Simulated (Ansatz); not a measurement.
Relaxed bulk C:

```
C
1.0
     0.00000    1.77690    1.77690
     1.77690    0.00000    1.77690
     1.77690    1.77690    0.00000
C
2
Direct
  0.50000 0.50000 0.50000
  0.75000 0.75000 0.75000
```

Miller indices refer to the conventional cell of Fd-3m (No. 227), a = 3.554 Å, b = 3.554 Å, c = 3.554 Å, α = 90.00°, β = 90.00°, γ = 90.00°. The bulk's gap is 4.03 eV.

All numbers below come from Ansatz, DFT PBEsol, scalar-relativistic, plane waves, PAW. Cutoff 420 eV, Gaussian smearing of 0.05 eV, no spin polarisation. A dipole correction acts along the normal.

This cut of an insulator is polar or leaves open shells, so the slab is metallic here; real surfaces compensate by reconstruction or adsorbates.

A relaxed slab with low-index faces, about a nanometre thick, has these properties:

- Surface energy (mean of both faces): 8.94 J/m²
- Gap of the slab on the mesh: none (metal or semimetal)
- Work function: 7.28 eV

Question: Which low-index plane was cut?

Answer: The (100) plane.